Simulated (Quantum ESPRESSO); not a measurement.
A calculation with Quantum ESPRESSO 7.5 of Ag (native input, structure typed inline):

File pw.in:

```
&CONTROL
  calculation = 'scf'
  prefix = 'pwscf'
  outdir = './tmp'
  pseudo_dir = './pseudo'
  tprnfor = .true.
  tstress = .true.
  disk_io = 'low'
/
&SYSTEM
  ibrav = 0
  nat = 1
  ntyp = 1
  ecutwfc = 56
  ecutrho = 448
  nbnd = 16
  occupations = 'smearing'
  smearing = 'fd'
  degauss = 0.00367493
/
&ELECTRONS
  conv_thr = 2d-10
  electron_maxstep = 120
  mixing_beta = 0.5
/
ATOMIC_SPECIES
Ag   107.8682 ag_pbesol_v1.4.uspp.F.UPF
CELL_PARAMETERS angstrom
  -1.6556540000    1.6556540000    1.6556540000
   1.6556540000   -1.6556540000    1.6556540000
   1.6556540000    1.6556540000   -1.6556540000
ATOMIC_POSITIONS crystal
Ag     0.0000000000    0.0000000000    0.0000000000
K_POINTS automatic
11 11 11 0 0 0
```

File pp_density.in:

```
&INPUTPP
  prefix = 'pwscf'
  outdir = './tmp'
  filplot = 'density.dat'
  plot_num = 0
/
&PLOT
  nfile = 1
  filepp(1) = 'density.dat'
  iflag = 3
  output_format = 6
  fileout = 'density.cube'
/
```

File pp_potential.in:

```
&INPUTPP
  prefix = 'pwscf'
  outdir = './tmp'
  filplot = 'potential.dat'
  plot_num = 11
/
&PLOT
  nfile = 1
  filepp(1) = 'potential.dat'
  iflag = 3
  output_format = 6
  fileout = 'potential.cube'
/
```

Potentials or basis: GBRV 1.5 PBEsol.

Run with:

```console
$ OMP_NUM_THREADS=1 mpirun -n 2 pw.x -nk 2 -in pw.in > pw.out
$ OMP_NUM_THREADS=1 mpirun -n 1 pp.x -in pp_density.in > pp_density.out
$ OMP_NUM_THREADS=1 mpirun -n 1 pp.x -in pp_potential.in > pp_potential.out
```

This isn't the form of Ag at room conditions, which is fcc.

Q: Write the same calculation in another form: ASE script, structure from a POSCAR.

A: As run:

The input run.py:

```python
import numpy as np
from ase.calculators.espresso import Espresso, EspressoProfile
from ase.io import read

atoms = read('POSCAR')

input_data = {
    'control': {'calculation': 'scf', 'prefix': 'pwscf', 'outdir': './tmp', 'tprnfor': True, 'tstress': True, 'disk_io': 'nowf'},
    'system': {'ecutwfc': 56.0, 'ecutrho': 448.0, 'nbnd': 16, 'occupations': 'smearing', 'smearing': 'fd', 'degauss': 0.00367493},
    'electrons': {'conv_thr': 2e-10, 'electron_maxstep': 120, 'mixing_beta': 0.5},
}
pseudopotentials = {'Ag': 'ag_pbesol_v1.4.uspp.F.UPF'}
profile = EspressoProfile(command='mpirun -n 2 pw.x -nk 2', pseudo_dir='pseudo')
dft = Espresso(profile=profile, input_data=input_data, pseudopotentials=pseudopotentials, kpts=(11, 11, 11), koffset=(0, 0, 0))
atoms.calc = dft

print(f'energy {atoms.get_potential_energy():.8f} eV')
print('forces (eV/A)')
print(np.round(atoms.get_forces(), 6))
print('stress (eV/A^3, Voigt)')
print(np.round(atoms.get_stress(), 8))
print(f'Fermi level {dft.get_fermi_level():.4f} eV')
```

Contents of POSCAR:

```
Ag
1.0
   -1.6556540000      1.6556540000      1.6556540000
    1.6556540000     -1.6556540000      1.6556540000
    1.6556540000      1.6556540000     -1.6556540000
Ag
1
Direct
    0.0000000000      0.0000000000      0.0000000000
```

Potentials or basis: GBRV 1.5 PBEsol.

The run is started by

```sh
$ OMP_NUM_THREADS=1 python run.py
```

Both were run:

|  | native input, structure typed inline | ASE script, structure from a POSCAR |
| --- | --- | --- |
| Pressure | -7.6 GPa | -7.6 GPa |
| Band gap on the k mesh | none (metal or under the smearing width) | none (metal or under the smearing width) |

Keys that steer only the numerical path or the files written may differ.
